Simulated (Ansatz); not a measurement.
The cell of Ge is invented: 3-, 4-connected net of one element (P-4n2, No. 118). The dimensions are guesses.

```xyz
6
Lattice="5.1196 0.0000 0.0000 0.0000 5.1196 0.0000 0.0000 0.0000 5.1045" Properties=species:S:1:pos:R:3 pbc="T T T"
Ge    0.7930    1.7668    1.2761
Ge    4.3267    3.3528    1.2761
Ge    1.7668    4.3267    3.8284
Ge    3.3528    0.7930    3.8284
Ge    2.5598    2.5598    0.0000
Ge    0.0000    0.0000    2.5523
```

The calculation used DFT PBE, scalar-relativistic, plane waves, PAW (Ansatz). Cutoff 420 eV, Gaussian smearing, Γ-centred meshes. Cell and atoms relax first on a coarse mesh and then on a finer one. In between, the cell is made exact in the group found at 0.06 Å. In metals the finer mesh still leaves noise of several meV/atom or more. The steps can't lower the symmetry of their start. No spin polarisation.

A guess keeps its type if space group and coordination stay and the shape of the cell changes little (axis ratios within about 15 %, angles within 6°); the volume may change.

**Question.** Does this structure survive the relaxation?

**Answer.** It doesn't keep its type. The symmetry stays P-4n2 (No. 118). The volume per atom shrinks by 7.0 %, from 22.3 to 20.7 Å³. The shortest distance goes from 2.24 Å (Ge–Ge) to 2.58 Å (Ge–Ge). The ratio c/a of the conventional cell changes by a factor of 0.42. Counting neighbours within 15 % of an atom's shortest distance, the start has Ge 3/4 and the end Ge 5/6. In detail, at the end Ge on a site of symmetry 2 is surrounded by 5 Ge at 2.58–2.79 Å and 2 Ge at 3.33 Å; Ge on a site of symmetry -4 is surrounded by 6 Ge at 2.69–2.79 Å and 4 Ge at 3.33 Å.

Space group P-4n2 (No. 118). a = 6.682 Å, b = 6.682 Å, c = 2.788 Å, α = 90.00°, β = 90.00°, γ = 90.00°
```json
{"atom": "Ge", "site": "4f", "symmetry": "..2", "x": "0.1367", "y": "0.3633", "z": "0.2500"}
{"atom": "Ge", "site": "2b", "symmetry": "-4..", "x": "0.5000", "y": "0.5000", "z": "0.0000"}
```

The last run used a 6×6×14 mesh (in the run's order of axes) for its 6-atom cell and Gaussian smearing of 0.10 eV. A structure relaxed within its symmetry needn't be a true minimum. Another cell of Ge relaxed alike, in Cmmm, lies 240 meV/atom lower, so this cell isn't the stable form at this level.

In counts of neighbours, a slash parts the counts of unlike sites.
